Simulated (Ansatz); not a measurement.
# C: a line through an energy map

How does the energy of C (R-3m, No. 166; 10 atoms in the cell) vary with lattice constant c, at lattice constant a (and b) = 2.532 Å?

A COD entry behind a cell of this session may itself be a prediction, so a difference from it is no test against experiment.

Program: Ansatz 0.2.0. Level of theory: DFT PBEsol, scalar-relativistic, plane waves, PAW. These are calculated values, not measurements.

17 further runs of the same task are left out: 1 that didn't finish, 16 set aside as unsound or not needed. Runs told in other sessions of the task aren't counted.

### Step 1. Starting point

The structure is trigonal, space group R-3m (No. 166). The conventional cell has a = 2.507 Å, b = 2.507 Å, c = 30.949 Å, α = 90.00°, β = 90.00°, γ = 120.00°. C (site symmetry 3m) is surrounded by 4 C at 1.54 Å. Around C (site symmetry 3m) lie 4 C at 1.54 to 1.56 Å.

Structure file:

```cif
data_structure
_symmetry_space_group_name_H-M 'R-3m:H'
_symmetry_Int_Tables_number 166
_cell_length_a 2.5068
_cell_length_b 2.5068
_cell_length_c 30.9487
_cell_angle_alpha 90.000
_cell_angle_beta 90.000
_cell_angle_gamma 120.000
_cell_volume 168.43
loop_
_atom_site_label
_atom_site_type_symbol
_atom_site_symmetry_multiplicity
_atom_site_Wyckoff_symbol
_atom_site_fract_x
_atom_site_fract_y
_atom_site_fract_z
_atom_site_occupancy
C1 C 6 c 0.33333 0.66667 0.69149 1
C2 C 6 c 0.33333 0.66667 0.77535 1
C3 C 6 c 0.33333 0.66667 0.82503 1
C4 C 6 c 0.66667 0.33333 0.70820 1
C5 C 6 c 0.66667 0.33333 0.75865 1
```

This cell was relaxed beforehand with the same method: volume 5.61 Å³/atom, gap on the mesh 4.39 eV.

### Step 2. Plan of the line

The energy is mapped over the lattice constants a and c of the conventional cell.

First coordinate, lattice constant a (and b): 7 values from 2.432 to 2.582 Å. Second coordinate, lattice constant c: 7 values from 28.47 to 33.42 Å.

Nothing else is relaxed (fractional coordinates fixed). Energies count from the relaxed crystal. Points are written as (first, second).

### Step 3. The run at (2.532 Å, 28.47 Å)

File input.yaml:

```yaml
crystal:
  lattice:
    - [1.26595, 0.7308965733, 9.4909333333]
    - [-1.26595, 0.7308965733, 9.4909333333]
    - [0.0, -1.4617931466, 9.4909333333]
  atoms:
    - { symbol: C, position: [0.0248220069, 0.0248220069, 0.0248220069] }
    - { symbol: C, position: [0.9751779931, 0.9751779931, 0.9751779931] }
    - { symbol: C, position: [0.1086877374, 0.1086877374, 0.1086877374] }
    - { symbol: C, position: [0.8913122626, 0.8913122626, 0.8913122626] }
    - { symbol: C, position: [0.1583652898, 0.1583652898, 0.1583652898] }
    - { symbol: C, position: [0.8416347102, 0.8416347102, 0.8416347102] }
    - { symbol: C, position: [0.3748635523, 0.3748635523, 0.3748635523] }
    - { symbol: C, position: [0.6251364477, 0.6251364477, 0.6251364477] }
    - { symbol: C, position: [0.4253181912, 0.4253181912, 0.4253181912] }
    - { symbol: C, position: [0.5746818088, 0.5746818088, 0.5746818088] }
basis:
  ecutwfc: 520.0
kpoints:
  mp_grid: { grid: [12, 12, 12] }
hamiltonian:
  xc: pbesol
  pseudopotentials: { kind: paw, azcp: { folder: soft_1 } }
scf:
  occupations: { method: gaussian, width: 0.05 }
output:
  forces: true
  stress: true
  eigenvalues: true
```

Run with:

```console
ansatz run input.yaml --threads 2 --pin off --max-ram 4096MiB --backend cpu --events-out ev --progress --plain --runs-dir out
```

Further runs follow: the other points of the line.

What does the calculation give? Wanted: for each run, lattice constant c; energy; slope; pressure; largest force on an atom.

**Answer**, as computed:

```
lattice constant c (Å)  step  energy (meV/atom)  slope (meV/atom per Å)  pressure (GPa)  band gap on the k-mesh (eV)  largest force on an atom (eV/Å)
                 28.47     3                176                    −155              38                         3.23                             1.46
                 29.30     4                 75                     −93              20                         3.64                             0.73
                 30.12     5                 21                     −41               4                         4.00                             0.27
                 30.95     6                4.5                       1              −9                         4.25                             0.05
                 31.77     –                 20                      36             −19                         4.37                             0.04
                 32.60     7                 61                      64             −28                         4.26                             0.18
                 33.42     8                124                      87             −34                         3.56                             0.43
```

Energies count from the relaxed crystal. Rows without a step come from runs not printed here or follow by symmetry. Slopes come from the forces (and the stress, where the cell changes), not from differences of energies.

Of the points computed the energy is lowest at 30.95 Å, 4.5 meV/atom from the zero. Energies and slopes round the minimum, fitted together, put the minimum at 30.928 Å, with a curvature of about 46 meV/atom per Å². The highest point computed, at 28.47 Å, lies 172 meV/atom above the lowest. This is one cut through a surface in two coordinates; the map's lowest point lies off it. A rigid map gives upper bounds: relaxing the other coordinates can only lower a point.

These are semilocal Kohn-Sham gaps, which aren't the measured quantity. Such gaps usually fall short of the measured ones.
